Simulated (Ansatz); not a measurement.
**Stationary points along a deformation path in InSb**

All numbers below come from Ansatz 0.2.0, DFT PBE, scalar-relativistic, plane waves, PAW. Cutoff 420 eV, Γ-centred 18×18×10 k-points, Gaussian smearing of 0.15 eV. No spin polarisation. Energies are free energies at this smearing, counted from the undisturbed cell; pressure is positive in compression.

The undisturbed cell (as given, not relaxed at this level; it stands at 0.5 GPa; this form isn't the usual structure):

```
In Sb
1.0
     3.07666    0.00000    0.00000
     0.00000    3.07666    0.00000
     0.00000    0.00000    6.21547
In Sb
1 1
Direct
  0.00000 0.00000 0.00000
  0.00000 0.00000 0.50000
```

At fixed volume and fractional coordinates, lengths along (0.000, 0.000, 1.000) are scaled against those across it; ρ is that ratio over its starting value. V = 29.417 Å³/atom. Δσ is the stress along the axis less the mean stress across it (compression positive).

| ρ | ΔE (meV/atom) | Δσ (GPa) | space group |
| --- | --- | --- | --- |
| 0.800 | 323.3 | 28.60 | P4/mmm |
| 0.850 | 153.4 | 17.64 | P4/mmm |
| 0.920 | 34.3 | 7.47 | P4/mmm |
| 0.960 | 6.6 | 3.22 | P4/mmm |
| 1.000 | 0.0 | -0.55 | P4/mmm |
| 1.050 | 15.5 | -4.57 | P4/mmm |
| 1.100 | 52.3 | -8.33 | P4/mmm |
| 1.200 | 173.2 | -14.33 | P4/mmm |
| 1.300 | 336.5 | -19.06 | P4/mmm |

Task: How does the stress give the slope of the energy, and where is the energy stationary?

Result: Along the path d ln(length) is 2/3 d ln ρ on the axis and −1/3 d ln ρ across it, so dE/d ln ρ = −(2/3) V Δσ: the energy falls with ρ where Δσ is positive. Δσ vanishes or changes sign between ρ = 0.960 and 1.000, a minimum (near 0.99 by linear interpolation). Pairs of stationary points between two samples would go unseen, and could change a minimum read from distant neighbours into a maximum.

Task: Integrate that slope from ρ = 1 to 1.200 by the trapezoid rule.

Result: With V/N in Å³ and 1 eV/Å³ = 160.2 GPa the slopes at ρ = 1.000, 1.050, 1.100, 1.200 are 68, 559, 1019, 1754 meV/atom per unit of ln ρ. The steps add 15.3 + 36.7 + 120.6 = 172.6 meV/atom, against 173.2 from the energies; the trapezoid rule misses the curvature of the slope within each step.

In a metal these slopes depend on the k mesh and the smearing.

Cost: 9 runs of about 5.8 core-minutes in all, on AMD EPYC (Zen 3) (shared hosts).